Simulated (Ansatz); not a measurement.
**W(100) with 4 layers of random W-Ru, 2x2: scattering by chemical disorder**

How strongly does chemical disorder scatter in W(100) with 4 layers of random W-Ru, 2x2?

Main program and level: Ansatz 0.2.0; Ansatz plane-wave DFT, PBE, PAW files; ballistic transport by layer matching (Landauer), zero bias; PAW set soft_1.

Most raw output is cut from this account.

## 1. Set-up

The cell holds 56 atoms: 44 W and 12 Ru. Its edges and angles: a = 6.330 Å, b = 6.330 Å, c = 22.154 Å, α = 90.0°, β = 90.0°, γ = 90.0°. It derives from W. Regions: lead, 40 atoms (40 W); scattering region, 16 atoms (12 Ru and 4 W). The structure is stacked along c, and the current runs across the ab planes.

## 2. With 4 alloy layers

In 4 layers a share of 0.75 of the sites is given to Ru at random. The layers about the cell's end stay perfect and serve as the lead. Energies from -0.05 to 0.05 eV in steps of 0.05 eV are too few for the program's thermal sum, so it prints no conductance; for a metal the transmission near the Fermi level serves, at a fraction of the cost.

input.yaml

```yaml
crystal:
  lattice:
    - [6.3296, 0.0, 0.0]
    - [0.0, 6.3296, 0.0]
    - [0.0, 0.0, 22.1536]
  atoms:
    - { symbol: W, position: [0.0, 0.0, 0.0357142857] }
    - { symbol: W, position: [0.0, 0.5, 0.0357142857] }
    - { symbol: W, position: [0.5, 0.0, 0.0357142857] }
    - { symbol: W, position: [0.5, 0.5, 0.0357142857] }
    - { symbol: W, position: [0.25, 0.25, 0.1071428571] }
    - { symbol: W, position: [0.25, 0.75, 0.1071428571] }
    - { symbol: W, position: [0.75, 0.25, 0.1071428571] }
    - { symbol: W, position: [0.75, 0.75, 0.1071428571] }
[... 44 atom lines left out ...]
    - { symbol: W, position: [0.25, 0.25, 0.9642857143] }
    - { symbol: W, position: [0.25, 0.75, 0.9642857143] }
    - { symbol: W, position: [0.75, 0.25, 0.9642857143] }
    - { symbol: W, position: [0.75, 0.75, 0.9642857143] }
kpoints:
  mp_grid: { grid: [4, 4, 1] }
hamiltonian:
  xc: pbe
  pseudopotentials: { kind: paw, azcp: { folder: soft_1 } }
scf:
  occupations: { method: fermi_dirac, width: 0.1 }
output:
  transmission: { leads: [[0, 4]], kmesh: [8, 8], e_range: [-0.05, 0.05], de: 0.05 }
  write_potential: true
  write_density: true
  volumetric_format: npy
```

On the command line:

```sh
$ ansatz run input.yaml --threads 4 --pin off --max-ram 15360MiB --backend cpu --events-out ev --progress --plain --runs-dir out
```

Wall time 9.9 min (4 threads of Arm Neoverse V1, shared host); peak memory 7.9 GiB.

Numbers from this step:

| Item | Value |
| --- | --- |
| free energy | -527518.3636 eV |
| energy at zero smearing | -527517.5485 eV |
| Fermi energy | 21.82 eV |
| cell area | 40.06 Å² |
| transmission per spin nearest the Fermi level | 2.660 |
| open channels per spin nearest the Fermi level | 5.281 |
| step of the lead's potential | 21.8 meV |

Per spin. The transmission, zone mean by energy, zero at the Fermi level:

| energy (eV) | transmission, zone mean |
| --- | --- |
| -0.0500 | 2.59 |
| 0.0000 | 2.66 |
| 0.0500 | 2.79 |

Per spin. The open channels, zone mean, lead by energy, zero at the Fermi level:

| energy (eV) | open channels, zone mean, lead |
| --- | --- |
| -0.0500 | 4.78 |
| 0.0000 | 5.28 |
| 0.0500 | 5.78 |

Transmission over k1 and k2. At 0.0000 eV from the Fermi level.

Values, 8 rows by 8 columns:
```
0.47 0.73 1.60 2.12 2.34 2.40 1.59 0.65
1.65 1.60 0.60 2.62 4.08 2.93 1.59 1.59
2.14 2.12 2.62 6.55 7.22 7.09 2.93 2.40
1.77 2.34 4.08 7.22 7.58 7.22 4.08 2.34
2.14 2.40 2.93 7.09 7.22 6.55 2.62 2.12
1.65 1.59 1.59 2.93 4.08 2.62 0.60 1.60
0.47 0.65 1.59 2.40 2.34 2.12 1.60 0.73
0.00 0.47 1.65 2.14 1.77 2.14 1.65 0.47
```
Columns: k1 (b1) from -0.5 to 0.375; rows upwards: k2 (b2) from -0.5 to 0.375.

Open channels over k1 and k2. At 0.0000 eV from the Fermi level.

Values, 8 rows by 8 columns:
```
 2.0  1.0  3.0  4.0  5.0  4.0  3.0  1.0
 2.0  3.0  2.0  7.0  8.0  7.0  2.0  3.0
 4.0  4.0  7.0 13.0 14.0 13.0  7.0  4.0
 4.0  5.0  8.0 14.0 14.0 14.0  8.0  5.0
 4.0  4.0  7.0 13.0 14.0 13.0  7.0  4.0
 2.0  3.0  2.0  7.0  8.0  7.0  2.0  3.0
 2.0  1.0  3.0  4.0  5.0  4.0  3.0  1.0
 0.0  2.0  2.0  4.0  4.0  4.0  2.0  2.0
```
Columns: k1 (b1) from -0.5 to 0.375; rows upwards: k2 (b2) from -0.5 to 0.375.

Over the solved energies the transmission per spin lies between 2.59 and 2.79, out of 5.28 channels of the lead on average (up to 5.78).

## 3. With 8 alloy layers

In 8 layers a share of 0.75 of the sites is given to Ru at random. A fresh draw is used; the growth of the resistance with length is what counts.

System of this step: W(100) with 8 layers of random W-Ru, 2x2. The cell holds 72 atoms: 48 W and 24 Ru. Cell: a = 6.330 Å, b = 6.330 Å, c = 28.483 Å, α = 90.0°, β = 90.0°, γ = 90.0°. It derives from W. Regions: lead, 40 atoms (40 W); scattering region, 32 atoms (8 W and 24 Ru). The structure is stacked along c, and the current runs across the ab planes.

input.yaml

```yaml
crystal:
  lattice:
    - [6.3296, 0.0, 0.0]
    - [0.0, 6.3296, 0.0]
    - [0.0, 0.0, 28.4832]
  atoms:
    - { symbol: W, position: [0.0, 0.0, 0.0277777778] }
    - { symbol: W, position: [0.0, 0.5, 0.0277777778] }
    - { symbol: W, position: [0.5, 0.0, 0.0277777778] }
    - { symbol: W, position: [0.5, 0.5, 0.0277777778] }
    - { symbol: W, position: [0.25, 0.25, 0.0833333333] }
    - { symbol: W, position: [0.25, 0.75, 0.0833333333] }
    - { symbol: W, position: [0.75, 0.25, 0.0833333333] }
    - { symbol: W, position: [0.75, 0.75, 0.0833333333] }
[... 60 atom lines left out ...]
    - { symbol: W, position: [0.25, 0.25, 0.9722222222] }
    - { symbol: W, position: [0.25, 0.75, 0.9722222222] }
    - { symbol: W, position: [0.75, 0.25, 0.9722222222] }
    - { symbol: W, position: [0.75, 0.75, 0.9722222222] }
kpoints:
  mp_grid: { grid: [4, 4, 1] }
hamiltonian:
  xc: pbe
  pseudopotentials: { kind: paw, azcp: { folder: soft_1 } }
scf:
  occupations: { method: fermi_dirac, width: 0.1 }
output:
  transmission: { leads: [[0, 4]], kmesh: [8, 8], e_range: [-0.05, 0.05], de: 0.05 }
  write_potential: true
  write_density: true
  volumetric_format: npy
```

Wall time 26 min (4 threads); peak memory 8.2 GiB; 90 min of CPU time.

This step gave:

```yaml
free_energy: -639599.3928 eV
energy_at_zero_smearing: -639598.0134 eV
fermi_energy: 21.48 eV
transmission_per_spin_nearest_the_fermi_level: 2.099
open_channels_per_spin_nearest_the_fermi_level: 5.312
step_of_the_lead_s_potential: 13.4 meV
```

Per spin. The transmission, zone mean by energy, zero at the Fermi level:

| energy (eV) | transmission, zone mean |
| --- | --- |
| -0.0500 | 2.13 |
| 0.0000 | 2.10 |
| 0.0500 | 2.09 |

Over the solved energies the transmission per spin lies between 2.09 and 2.13, out of 5.38 channels of the lead on average (up to 5.78).

## 4. With 12 alloy layers

In 12 layers a share of 0.75 of the sites is given to Ru at random. A fresh draw is used; the growth of the resistance with length is what counts.

System of this step: W(100) with 12 layers of random W-Ru, 2x2. The cell holds 88 atoms: 52 W and 36 Ru. Its edges and angles: a = 6.330 Å, b = 6.330 Å, c = 34.813 Å, α = 90.0°, β = 90.0°, γ = 90.0°. It derives from W. Regions: lead, 40 atoms (40 W); scattering region, 48 atoms (36 Ru and 12 W). The structure is stacked along c, and the current runs across the ab planes.

input.yaml

```yaml
crystal:
  lattice:
    - [6.3296, 0.0, 0.0]
    - [0.0, 6.3296, 0.0]
    - [0.0, 0.0, 34.8128]
  atoms:
    - { symbol: W, position: [0.0, 0.0, 0.0227272727] }
    - { symbol: W, position: [0.0, 0.5, 0.0227272727] }
    - { symbol: W, position: [0.5, 0.0, 0.0227272727] }
    - { symbol: W, position: [0.5, 0.5, 0.0227272727] }
    - { symbol: W, position: [0.25, 0.25, 0.0681818182] }
    - { symbol: W, position: [0.25, 0.75, 0.0681818182] }
    - { symbol: W, position: [0.75, 0.25, 0.0681818182] }
    - { symbol: W, position: [0.75, 0.75, 0.0681818182] }
[... 76 atom lines left out ...]
    - { symbol: W, position: [0.25, 0.25, 0.9772727273] }
    - { symbol: W, position: [0.25, 0.75, 0.9772727273] }
    - { symbol: W, position: [0.75, 0.25, 0.9772727273] }
    - { symbol: W, position: [0.75, 0.75, 0.9772727273] }
kpoints:
  mp_grid: { grid: [4, 4, 1] }
hamiltonian:
  xc: pbe
  pseudopotentials: { kind: paw, azcp: { folder: soft_1 } }
scf:
  occupations: { method: fermi_dirac, width: 0.1 }
output:
  transmission: { leads: [[0, 4]], kmesh: [8, 8], e_range: [-0.05, 0.05], de: 0.05 }
  write_potential: true
  write_density: true
  volumetric_format: npy
```

Wall time 38 min (4 threads); peak memory 8.8 GiB; 2.3 h of CPU time.

This step gave:

```yaml
free_energy: -751680.4322 eV
energy_at_zero_smearing: -751678.5591 eV
fermi_energy: 21.25 eV
transmission_per_spin_nearest_the_fermi_level: 1.630
open_channels_per_spin_nearest_the_fermi_level: 5.281
step_of_the_lead_s_potential: 13.7 meV
```

Per spin. Table of transmission, zone mean by energy, zero at the Fermi level:

| energy (eV) | transmission, zone mean |
| --- | --- |
| -0.0500 | 1.57 |
| 0.0000 | 1.63 |
| 0.0500 | 1.56 |

Over the solved energies the transmission per spin lies between 1.56 and 1.63, out of 5.28 channels of the lead on average (up to 5.78).

## 5. Resistance against length

This step: Ansatz plane-wave DFT, PBE, PAW files; ballistic transport by layer matching (Landauer), zero bias; residual resistivity from the slope of the area resistance, atoms on the host's lattice; PAW set soft_1 (Ansatz 0.2.0).

Numbers from this step:

| Item | Value |
| --- | --- |
| resistivity | 105.3 µΩ cm |
| intercept | 0.2422 fΩ m² |
| scatter about the fit | 0.05771 fΩ m² |

Resistance, by row:

| run | length (Å) | T | channels N | RA (fΩ m²) |
| --- | --- | --- | --- | --- |
| n4 | 6.33 | 2.681 | 5.281 | 0.9494 |
| n8 | 12.66 | 2.106 | 5.375 | 1.493 |
| n12 | 18.99 | 1.586 | 5.281 | 2.282 |

Area resistance against length of the alloy:

| length of the alloy (Å) | area resistance (fΩ m²) |
| --- | --- |
| 6.33 | 0.949 |
| 12.66 | 1.49 |
| 18.99 | 2.28 |

The area resistance goes from 0.95 to 2.3 fΩ m² between 6.3 and 19.0 Å, a slope of 105 µΩ cm.

By hand from the end points: (2.282 − 0.9494) fΩ m² / (18.99 − 6.33) Å = 105 µΩ cm, since 1 fΩ m² per Å is 1000 µΩ cm.

## 6. Summary of results

```yaml
resistivity_from_the_slope: 105 µΩ cm
area_resistance_over_6p33_a: 0.949 fΩ m²
area_resistance_over_12p7_a: 1.49 fΩ m²
area_resistance_over_19p0_a: 2.28 fΩ m²
```

What this shows: The slope gives 105 µΩ cm. The points scatter by 0.058 fΩ m² about the line, with one random draw a length in a 2x2 cell, so the slope is a rough value. The lead's own channel count moves between the runs (5.28, 5.38 and 5.28), which shifts RA and the slope too. Read with a model of isotropic scattering on a spherical Fermi surface and the lead's 1.0×10¹⁵ S/m², this slope means a mean free path near 7.0 Å (a rough figure, since the alloy's own channel count differs); over these lengths the model's slope is within 3 % of its bulk resistivity. The atoms sit on the host's lattice, so scattering by size misfit is left out. With 75 % of Ru, whose own structure is another, this is a hypothetical phase. Spin-orbit coupling is left out, which matters for W.

[Logs are printed without paths, hosts, clocks, repeated set-up lines and the standing remarks that a program may print on its own settings, such as how far it seeks lower states.]

[Hosts, paths, dates, database ids (printed as entryN), source tags and the programs' standing remarks are cut or masked in the printed files.]
